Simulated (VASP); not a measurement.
Crystal: FeO.

```
CELL_PARAMETERS angstrom
1.51768 0.87623 2.51579
-1.51768 0.87623 2.51579
0.00000 -1.75247 2.51579
ATOMIC_POSITIONS crystal
Fe 0.00000 0.00000 0.00000
O 0.50000 0.50000 0.50000
```

| Quantity | Value |
| --- | --- |
| Program | VASP 6.6.1 |
| Task | relaxation of cell and atoms |
| Functional | r2SCAN |
| Dispersion | rVV10 |
| Potentials or basis | VASP PAW PBE potentials, release 64 (Fe, O) |
| Cutoff | 600 eV |
| k mesh | 8 × 8 × 8 |
| Occupations | gaussian, width 0.05 eV |
| Spin | collinear spin, ferromagnetic start |
| Starting moments | [3.0, 0.0] μB |

At the start: pressure -8.3 GPa; volume 10.04 Å³/atom.

Task: How do energy, volume and symmetry change on relaxing?

Result: Over 9 steps the energy falls by 11.5 meV/atom and the volume is 9.63 Å³/atom (-4.1 %); space group Fm-3m (No. 225, to 0.05 Å); moment 4.00 μB per cell.

Step by step:
| step | energy change (eV) | largest force (eV/Å) | pressure (GPa) | volume (Å³) |
| --- | --- | --- | --- | --- |
| 1 | 0.0000 | 0.0000 | -8.30 | 20.07 |
| 2 | -0.0072 | 0.0000 | 7.97 | 18.60 |
| 3 | -0.0226 | 0.0000 | 0.02 | 19.24 |
| 4 | -0.0226 | 0.0000 | 0.28 | 19.23 |
| 5 | -0.0228 | 0.0000 | -0.29 | 19.27 |
| 6 | -0.0228 | 0.0000 | -0.50 | 19.29 |
| 7 | -0.0229 | 0.0000 | -0.37 | 19.28 |
| 8 | -0.0231 | 0.0000 | -0.13 | 19.26 |
| 9 | -0.0231 | 0.0000 | -0.04 | 19.25 |

Final structure:
```yaml
crystal:
  lattice:
    - [1.50382, 0.86823, 2.45726]
    - [-1.50382, 0.86823, 2.45726]
    - [0.00000, -1.73646, 2.45726]
  atoms:
    - { symbol: Fe, position: [0.00000, 0.00000, 0.00000] }
    - { symbol: O, position: [0.50000, 0.50000, 0.50000] }
```

Caveat: the PAW data sets were made with another functional, which shifts forces and pressure a little; a cell with one magnetic atom can't hold antiferromagnetic order, which such compounds often take.
